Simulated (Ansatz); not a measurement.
# Li (hcp)

Computed with Ansatz (plane waves, PAW, 420 eV cutoff): PBE, scalar-relativistic, no spin polarisation, 16×16×8 k-mesh, Gaussian smearing of 0.05 eV; PAW files: Ansatz's generated set soft_2.

```xyz
2
Lattice="3.0528 0.0000 0.0000 -1.5264 2.6438 0.0000 0.0000 0.0000 5.0029" Properties=species:S:1:pos:R:3 pbc="T T T"
Li    0.0000    1.7625    3.7522
Li    1.5264    0.8813    1.2507
```

At room temperature and ambient pressure Li is bcc.

Cell and atoms are those of this level's equilibrium.

Path: Γ–M–K–Γ–A–L–H–A | L–M | H–K, with Γ = (0.000, 0.000, 0.000), M = (0.500, 0.000, 0.000), K = (0.333, 0.333, 0.000), A = (0.000, 0.000, 0.500), L = (0.500, 0.000, 0.500), H = (0.333, 0.333, 0.500) in reciprocal vectors of the calculation's cell.

Question: Is it a metal or an insulator, and if it has a gap, where are the band edges on this path?

Answer: A metal: bands cross the Fermi level.

Bands as a text map, energy in eV from the Fermi level (dashes), each leg drawn with the same width:
```
  2.86 |**           * *    **                    *                *       
  2.57 |     *                                                             
  2.29 |              *  *                        *                ********
  2.00 |             *                           *                   *     
  1.71 |    * *     *                           *                     **   
  1.43 |          **  *                            *                    ***
  1.14 |       ***   *    *                   **              *****        
  0.86 |   *        *                       **             ***             
  0.57 |           *       *               *              ***              
  0.29 |  *       *    *                  *         *        **            
  0.00 |**-----***----------**---------------------------------****--------
 -0.29 |                      *                                            
 -0.57 |      *                *         *           *                     
 -0.86 |                *       *                                          
 -1.14 |                                *                                  
 -1.43 |     *                   *                    *                    
 -1.71 |                 *        *    *                                   
 -2.00 |                           *  *                *                   
 -2.29 |    *                        *                  *                  
 -2.57 |                  *         *                    *                 
 -2.86 |   *                      **                                       
 -3.14 |  *                *     *                                         
 -3.43 |**                  *****                                          
 -3.71 |                                                                   
 -4.00 |                                                                   
 -4.29 |                                                                   
 -4.57 |                                                                   
 -4.86 |                                                                   
        Γ      M      K      Γ      A      L      H      AL       MH      K
```
